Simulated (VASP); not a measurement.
# HfC (Fm-3m) in VASP: notebook

The runs below take HfC through relaxation of cell and atoms, with PBE.

All numbers are computed with VASP 6.6.1; they aren't measurements. Logs are shortened: lines on timing, memory, paths and dates and some standing lists are left out, and cuts for length are marked.

## (1) Starting point

Symmetry: Fm-3m, No. 225, cubic system. The conventional cell has a = 4.650 Å, b = 4.650 Å, c = 4.650 Å, α = 90.00°, β = 90.00°, γ = 90.00°. Around Hf (site symmetry m-3m) lie 6 C at 2.33 Å. Around C (site symmetry m-3m) lie 6 Hf at 2.33 Å.

## (2) Relaxation of cell and atoms, PBE

INCAR

```
SYSTEM = HfC
  PREC = Accurate
  ENCUT = 900
  EDIFF = 1E-7
  ISMEAR = 0
  SIGMA = 0.1
  LREAL = .FALSE.
  LASPH = .TRUE.
  NELM = 100
  ALGO = Normal
  ISIF = 3
  LWAVE = .FALSE.
  LCHARG = .FALSE.
  GGA = PE
  IBRION = 2
  NSW = 80
  EDIFFG = -0.002
```

KPOINTS

```
Automatic mesh
0
G
  16 16 16
  0 0 0
```

POSCAR

```
HfC
1.0
    0.0000000000      2.3250000000      2.3250000000
    2.3250000000      0.0000000000      2.3250000000
    2.3250000000      2.3250000000      0.0000000000
Hf C
1 1
Direct
    0.5000000000      0.5000000000      0.5000000000
    0.0000000000      0.0000000000      0.0000000000
```

Potentials or basis: VASP PAW PBE potentials, release 64 (Hf_pv, C_h).

The run is started by

```console
$ cat potpaw_PBE.64/Hf_pv/POTCAR potpaw_PBE.64/C_h/POTCAR > POTCAR
$ mpirun -np 1 vasp_std > vasp.out
```

OUTCAR:

```text
SYSTEM = HfC
   PREC = Accurate
   ENCUT = 900
   EDIFF = 1E-7
   ISMEAR = 0
   LREAL = .FALSE.
   LASPH = .TRUE.
   NELM = 100
   ISIF = 3
   GGA = PE
   IBRION = 2
   NSW = 80
   EDIFFG = -0.002

 ion  position               nearest neighbor table
   1  0.500  0.500  0.500-   2 2.33   2 2.33   2 2.33   2 2.33   2 2.33   2 2.33
   2  0.000  0.000  0.000-   1 2.33   1 2.33   1 2.33   1 2.33   1 2.33   1 2.33

  LATTYP: Found a face centered cubic cell.
 ALAT       =     4.6500000000

  Lattice vectors:

 A1 = (   0.0000000000,   2.3250000000,   2.3250000000)
 A2 = (   2.3250000000,   0.0000000000,   2.3250000000)
 A3 = (   2.3250000000,   2.3250000000,   0.0000000000)

Analysis of symmetry for initial positions (statically):
=====================================================================
 Subroutine PRICEL returns:
 Original cell was already a primitive cell.

 Routine SETGRP: Setting up the symmetry group for a
 face centered cubic supercell.

 Subroutine GETGRP returns: Found 48 space group operations
 (whereof 48 operations were pure point group operations)
 out of a pool of 48 trial point group operations.

The static configuration has the point symmetry O_h .

Analysis of symmetry for dynamics (positions and initial velocities):
=====================================================================
 Subroutine PRICEL returns:
 Original cell was already a primitive cell.

 Routine SETGRP: Setting up the symmetry group for a
 face centered cubic supercell.

 Subroutine GETGRP returns: Found 48 space group operations
 (whereof 48 operations were pure point group operations)
 out of a pool of 48 trial point group operations.

The dynamic configuration has the point symmetry O_h .

 Subroutine INISYM returns: Found 48 space group operations
 (whereof 48 operations are pure point group operations),
 and found     1 'primitive' translations

----------------------------------------------------------------------------------------

                                     Primitive cell

  volume of cell :      25.1362

  direct lattice vectors                    reciprocal lattice vectors
     0.000000000  2.325000000  2.325000000    -0.215053763  0.215053763  0.215053763
     2.325000000  0.000000000  2.325000000     0.215053763 -0.215053763  0.215053763
     2.325000000  2.325000000  0.000000000     0.215053763  0.215053763 -0.215053763

  length of vectors
     3.288046533  3.288046533  3.288046533     0.372484045  0.372484045  0.372484045

  position of ions in fractional coordinates (direct lattice)
     0.500000000  0.500000000  0.500000000
     0.000000000  0.000000000  0.000000000

  ion indices of the primitive-cell ions
   primitive index   ion index
                 1           1
                 2           2

----------------------------------------------------------------------------------------

 KPOINTS: Automatic mesh

Automatic generation of k-mesh.
 Grid dimensions read from file:
 generate k-points for:   16   16   16

 Generating k-lattice:

  Cartesian coordinates                     Fractional coordinates (reciprocal lattice)
    -0.013440860  0.013440860  0.013440860     0.062500000  0.000000000  0.000000000
     0.013440860 -0.013440860  0.013440860     0.000000000  0.062500000  0.000000000
     0.013440860  0.013440860 -0.013440860     0.000000000  0.000000000  0.062500000

  Length of vectors
     0.023280253  0.023280253  0.023280253

  Shift w.r.t. Gamma in fractional coordinates (k-lattice)
     0.000000000  0.000000000  0.000000000

 Subroutine IBZKPT returns following result:
 ===========================================

 Found    145 irreducible k-points:

 Following reciprocal coordinates:
            Coordinates               Weight
  0.000000  0.000000  0.000000      1.000000
  0.062500  0.000000  0.000000      8.000000
  0.125000  0.000000  0.000000      8.000000
  0.187500  0.000000  0.000000      8.000000
  0.250000  0.000000  0.000000      8.000000
  0.312500  0.000000  0.000000      8.000000
[... 16 lines left out ...]
 -0.125000  0.062500  0.000000     24.000000
 -0.062500  0.062500  0.000000     12.000000
 [... further k-points ...]
   k-points           NKPTS =    145   k-points in BZ     NKDIM =    145   number of bands    NBANDS=     11
   number of dos      NEDOS =    301   number of ions     NIONS =      2
   total plane-waves  NPLWV =  32768
   dimension x,y,z NGX =    32 NGY =   32 NGZ =   32
   dimension x,y,z NGXF=    64 NGYF=   64 NGZF=   64
   ions per type =               1   1
   NGX,Y,Z   is equivalent  to a cutoff of  16.18, 16.18, 16.18 a.u.
   NGXF,Y,Z  is equivalent  to a cutoff of  32.36, 32.36, 32.36 a.u.
 SYSTEM =  HfC
   PREC   = accura    normal or accurate (medium, high low for compatibility)
   ISTART =      0    job   : 0-new  1-cont  2-samecut
   ICHARG =      2    charge: 1-file 2-atom 10-const
   ISPIN  =      1    spin polarized calculation?
   LNONCOLLINEAR =      F non collinear calculations
   LSORBIT =      F    spin-orbit coupling
   LASPH  =      T    aspherical Exc in radial PAW
   ENCUT  =  900.0 eV  66.15 Ry    8.13 a.u.   8.04  8.04  8.04*2*pi/ulx,y,z
   NELM   =    100;   NELMIN=  2; NELMDL= -5     # of ELM steps
   EDIFF  = 0.1E-06   stopping-criterion for ELM
   LREAL  =      F    real-space projection
   EDIFFG = -.2E-02   stopping-criterion for IOM
   NSW    =     80    number of steps for IOM
   IBRION =      2    ionic relax: 0-MD 1-quasi-New 2-CG
   NFREE  =      1    steps in history (QN), initial steepest desc. (CG)
   ISIF   =      3    stress and relaxation
   ISYM   =      2    0-nonsym 1-usesym 2-fastsym
   POTIM  = 0.5000    time-step for ionic-motion
   TEBEG  =    0.0;   TEEND  =   0.0 temperature during run
   PSTRESS=    0.0 pullay stress
   NELECT =      14.0000    total number of electrons
   NUPDOWN=      -1.0000    fix difference up-down
   EMIN   =  10.00;   EMAX   =-10.00  energy-range for DOS
   EFERMI =   0.00;   METHOD = LEGACY
   ISMEAR =     0;   SIGMA  =   0.10  broadening in eV -4-tet -1-fermi 0-gaus
   EFERMI_NEDOS =   21; number of points for ismear=-14 and -15
   IALGO  =     38    algorithm
   IMIX   =      4    mixing-type and parameters
     AMIX     =   0.40;   BMIX     =  1.00
     AMIX_MAG =   1.60;   BMIX_MAG =  1.00
  volume/ion in A,a.u.               =      12.57        84.81
  Fermi-wavevector in a.u.,A,eV,Ry     =   1.346949  2.545365 24.684672  1.814272
  Thomas-Fermi vector in A             =   2.474740
   LORBIT       =      0    0 simple, 1 ext, 2 COOP (PROOUT), +10 PAW based schemes
   GGA     = PE    functional components
   LHFCALC =     F    Hartree Fock is set to
   AEXX    =    0.0000 exact exchange contribution
   IVDW    =     0    specifies the selected vdW correction
   LEPSILON=     F    determine dielectric tensor
   LRPA    =     F    only Hartree local field effects (RPA)
 conjugate gradient relaxation of ions
 non-spin polarized calculation
 Gauss-broadening in eV      SIGMA  =   0.10
  energy-cutoff  :      900.00
  volume of cell :       25.14
 maximum number of plane-waves:      1572
   NGX = 17   NGY = 17   NGZ = 17

--------------------------------------- Ionic step        1  -------------------------------------------

 number of electron      14.0000000 magnetization

 Free energy of the ion-electron system (eV)
  ---------------------------------------------------
  ext. energy  EPLUGINS =         0.00000000
  ---------------------------------------------------
  free energy    TOTEN  =       -21.05130802 eV

  energy without entropy =      -21.04918339  energy(sigma->0) =      -21.05024570

------------------------ aborting loop because EDIFF is reached ----------------------------------------

  FORCE on cell =-STRESS in cart. coord.  units (eV):
  Direction    XX          YY          ZZ          XY          YZ          ZX
  --------------------------------------------------------------------------------------
  -------------------------------------------------------------------------------------
  Total       -0.0872666     -0.0872666     -0.0872666      0.0000000      0.0000000      0.0000000
  in kB       -5.5623714     -5.5623714     -5.5623714      0.0000000      0.0000000      0.0000000
  external PRESSURE =      -5.5623714 kB  Pullay stress =       0.0000000 kB
[... 93 lines left out ...]
  energy  without entropy=      -21.0492860852  energy(sigma->0) =      -21.05035131

--------------------------------------- Ionic step        4  -------------------------------------------

 number of electron      14.0000000 magnetization

 Free energy of the ion-electron system (eV)
  ---------------------------------------------------
  ext. energy  EPLUGINS =         0.00000000
  ---------------------------------------------------
  free energy    TOTEN  =       -21.05141630 eV

  energy without entropy =      -21.04928572  energy(sigma->0) =      -21.05035101

 E-fermi :   6.2237     XC(G=0): -12.3254

 val. band max:        6.2028521670   @ k =   0.4375   0.3750   0.0000
 cond. band min:       6.2260109600   @ k =   0.1250   0.1250   0.0000
 fundamental gap:      0.0231587930
 Fermi energy:         6.2237067746

 k-point     1 :       0.0000    0.0000    0.0000
  band No.  band energies     occupation
      1     -23.3154      2.00000
      2     -23.3154      2.00000
      3     -23.3154      2.00000
      4      -6.0749      2.00000
      5       7.2462      0.00000
      6       7.2462      0.00000
      7       7.2462      0.00000
      8       7.6380      0.00000
      9       7.6380      0.00000
     10       7.6380      0.00000
     11       9.6436      0.00000
[... 309 lines left out ...]
 k-point    24 :      -0.0625    0.0625    0.0000
  band No.  band energies     occupation
      1     -23.3815      2.00000
      2     -23.3336      2.00000
      3     -23.3174      2.00000
      4      -5.8152      2.00000
      5       5.8564      2.00000
      6       6.1594      1.63674
      7       6.2779      0.44330
      8       7.7995      0.00000
      9       8.4515      0.00000
     10       8.4593      0.00000
     11      10.2340      0.00000

 [... further k-points ...]
[... 5 lines left out ...]
  --------------------------------------------------------------------------------------
  -------------------------------------------------------------------------------------
  Total       -0.0032517     -0.0032517     -0.0032517     -0.0000000      0.0000000      0.0000000
  in kB       -0.2077416     -0.2077416     -0.2077416     -0.0000000      0.0000000      0.0000000
  external PRESSURE =      -0.2077416 kB  Pullay stress =       0.0000000 kB
[... 17 lines left out ...]
  FREE ENERGIE OF THE ION-ELECTRON SYSTEM (eV)
  ---------------------------------------------------
  free  energy   TOTEN  =       -21.0514162992 eV

  energy  without entropy=      -21.0492857232  energy(sigma->0) =      -21.05035101

 reached required accuracy - stopping structural energy minimisation
```

Run time: 82 s. Hardware: 1 thread of Intel Xeon Platinum 8488C (Sapphire Rapids), shared host; peak memory 0.27 GiB.

Results:

```yaml
Free_energy: -21.0514 eV
Relaxed_volume: 12.54 Å³/atom
Relaxed_cell: a = 3.286 Å, b = 3.286 Å, c = 3.286 Å, α = 60.00°, β = 60.00°, γ = 60.00°
Space_group_after_relaxing_to_0.05_Å: Fm-3m (No. 225)
Energy_gained_by_relaxing: 0.1 meV/atom
Ionic_steps: 4
Pressure_after_relaxing: 0.0 GPa
Band_gap_on_the_k_mesh: none (metal or under the smearing width)
```

Step by step:
| step | energy change (eV) | largest force (eV/Å) | pressure (GPa) | volume (Å³) |
| --- | --- | --- | --- | --- |
| 1 | 0.0000 | 0.0000 | -0.56 | 25.14 |
| 2 | 0.0002 | 0.0000 | 0.96 | 24.98 |
| 3 | -0.0001 | 0.0000 | 0.03 | 25.08 |
| 4 | -0.0001 | 0.0000 | -0.02 | 25.08 |

Final structure:
```
Hf C
1.0
     0.00000    2.32321    2.32321
     2.32321    0.00000    2.32321
     2.32321    2.32321    0.00000
Hf C
1 1
Direct
  0.50000 0.50000 0.50000
  0.00000 0.00000 0.00000
```

Caveat: the cutoff is under 1.25 times the usual one of these potentials, so pressure, stress and relaxed cells hold a basis-set (Pulay) error.

## (3) Relaxation of cell and atoms, PBE

This run uses another cell than the first one, of 12.54 Å³/atom, 0.998 times its volume.

INCAR is that of step 2.

KPOINTS is that of step 2.

POSCAR

```
HfC                                     
1.0
    0.0000000000      2.3232072322      2.3232072322
    2.3232072322     -0.0000000000      2.3232072322
    2.3232072322      2.3232072322      0.0000000000
  Hf              C             
     1     1
Direct
     0.5000000000000000    0.5000000000000000    0.5000000000000000
     0.0000000000000000    0.0000000000000000    0.0000000000000000
```

Potentials or basis: VASP PAW PBE potentials, release 64 (Hf_pv, C_h).

The run is started by

```console
$ cat potpaw_PBE.64/Hf_pv/POTCAR potpaw_PBE.64/C_h/POTCAR > POTCAR
$ mpirun -np 1 vasp_std > vasp.out
```

It took 32 s on 1 thread of Intel Xeon Platinum 8488C (Sapphire Rapids), shared host; peak memory 0.26 GiB.

The run converged. Its results:

```
Free energy             : -21.0514 eV
Pressure after relaxing : 0.0 GPa
Band gap on the k mesh  : none (metal or under the smearing width)
```

Final structure:
```
CELL_PARAMETERS angstrom
0.00000 2.32321 2.32321
2.32321 0.00000 2.32321
2.32321 2.32321 0.00000
ATOMIC_POSITIONS crystal
Hf 0.50000 0.50000 0.50000
C 0.00000 0.00000 0.00000
```

Levels at points of the mesh, in eV from the Fermi level:
```tsv
k point	band 5	band 6	band 7	band 8	band 9	band 10
(0.00, 0.00, 0.00)	1.02	1.02	1.02	1.41	1.41	1.41
(0.50, 0.00, 0.00)	-6.13	-2.97	-2.97	5.35	5.35	5.82
(0.50, 0.50, 0.00)	-2.56	-1.76	-0.07	-0.07	5.34	6.78
```

Caveat: the cutoff is under 1.25 times the usual one of these potentials, so pressure, stress and relaxed cells hold a basis-set (Pulay) error; the relaxation stopped at its first step, so nothing moved. The run has no spin-orbit coupling, so splittings on Hf are missing.
